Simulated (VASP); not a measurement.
## HfS2: relaxation of cell and atoms with PBE+D3(BJ)

Crystal: HfS2.

```
Hf S
1.0
     3.63966    0.00000    0.00000
    -1.81983    3.15204    0.00000
     0.00000    0.00000    6.05556
Hf S
1 2
Direct
  0.00000 0.00000 0.00000
  0.66667 0.33333 0.76395
  0.33333 0.66667 0.23605
```

The cell is a database's computed one.

```yaml
Program: VASP 6.6.1
Task: relaxation of cell and atoms
Functional: PBE
Dispersion: D3(BJ)
Potentials_or_basis: VASP PAW PBE potentials, release 64 (Hf_pv, S)
Cutoff: 400 eV
k_mesh: 12 × 12 × 6
Occupations: gaussian, width 0.02 eV
Spin: no spin polarisation
Target_pressure: 8 GPa
Pressure_GPa: 8
Further_INCAR_settings: ALGO = Normal; EDIFF = 1e-07; IBRION = 2; EDIFFG = -0.003; NSW = 60; ISIF = 3
Target_pressure: 8 GPa
```

* Relaxed volume: 18.78 Å³/atom
* Relaxed cell: a = 3.488 Å, b = 3.488 Å, c = 5.348 Å, α = 90.00°, β = 90.00°, γ = 120.00°
* Space group after relaxing (to 0.05 Å): P-3m1 (No. 164)
* Energy change on relaxing (the enthalpy is what falls): +45.8 meV/atom
* Ionic steps: 18
* Pressure after relaxing: 8.0 GPa
* Band gap on the k mesh: 0.12 eV, indirect (least direct gap 1.27 eV)
* Dispersion energy per atom: -0.398 eV

Step by step:
| step | energy change (eV) | largest force (eV/Å) | pressure (GPa) | volume (Å³) |
| --- | --- | --- | --- | --- |
| 1 | 0.0000 | 0.1670 | -1.07 | 69.47 |
| 2 | 0.7610 | 3.1327 | 25.31 | 57.10 |
| 3 | 0.1045 | 1.2670 | 7.95 | 63.89 |
| 4 | 0.0766 | 0.9353 | 7.80 | 61.94 |
| 5 | 0.2047 | 0.1740 | 8.32 | 56.32 |
| 6 | 0.2432 | 0.3410 | 9.29 | 54.66 |
| 7 | 0.2136 | 0.2628 | 8.92 | 55.10 |
| 8 | 0.1354 | 0.1593 | 7.21 | 56.42 |
| 9 | 0.1294 | 0.1504 | 7.07 | 56.54 |
| 10 | 0.1667 | 0.3468 | 10.16 | 55.93 |
| 11 | 0.1374 | 0.0013 | 8.01 | 56.35 |
| 12 | 0.1376 | 0.0043 | 8.02 | 56.35 |
| 13 | 0.1369 | 0.0037 | 8.00 | 56.36 |
| 14 | 0.1370 | 0.0038 | 8.00 | 56.36 |
| 15 | 0.1370 | 0.0037 | 8.00 | 56.36 |
| 16 | 0.1372 | 0.0013 | 7.98 | 56.35 |
| 17 | 0.1376 | 0.0036 | 7.98 | 56.35 |
| 18 | 0.1374 | 0.0013 | 8.00 | 56.35 |

Final structure:
```cif
data_structure
_symmetry_space_group_name_H-M 'P 1'
_symmetry_Int_Tables_number 1
_cell_length_a 3.4881
_cell_length_b 3.4881
_cell_length_c 5.3480
_cell_angle_alpha 90.000
_cell_angle_beta 90.000
_cell_angle_gamma 120.000
_cell_volume 56.35
loop_
_atom_site_label
_atom_site_type_symbol
_atom_site_fract_x
_atom_site_fract_y
_atom_site_fract_z
_atom_site_occupancy
Hf1 Hf 0.00000 0.00000 0.00000 1
S1 S 0.66667 0.33333 0.72444 1
S2 S 0.33333 0.66667 0.27556 1
```

Levels at points of the mesh, in eV from the valence-band top:
```csv
k point,band 7,band 8,band 9,band 10,band 11,band 12,band 13,band 14,band 15
"(0.00, 0.00, 0.00)",-3.44,-3.44,-0.50,-0.50,0.00,1.49,1.49,1.81,4.44
"(0.50, 0.00, 0.00)",-3.69,-3.58,-3.08,-3.04,-2.22,0.26,3.96,4.19,5.83
"(0.00, 0.00, 0.50)",-3.30,-3.30,-3.17,-0.96,-0.96,1.35,1.35,2.26,5.62
"(0.50, 0.00, 0.50)",-4.93,-3.58,-3.24,-1.39,-1.15,0.12,3.92,4.23,4.78
```

Run time: 12 min on 1 thread of Intel(R) Xeon(R) Platinum 8375C CPU @ 2.90GHz (Ice Lake), on a shared host, peak memory 0.23 GiB.

Caveat: the cell is relaxed towards a set pressure, so the enthalpy falls and the energy may rise; the volume moved by over 15 % at a fixed basis, so the end points are rough; spin-orbit coupling is left out, which moves the levels of the heavy elements. A k mesh can miss the band edges.
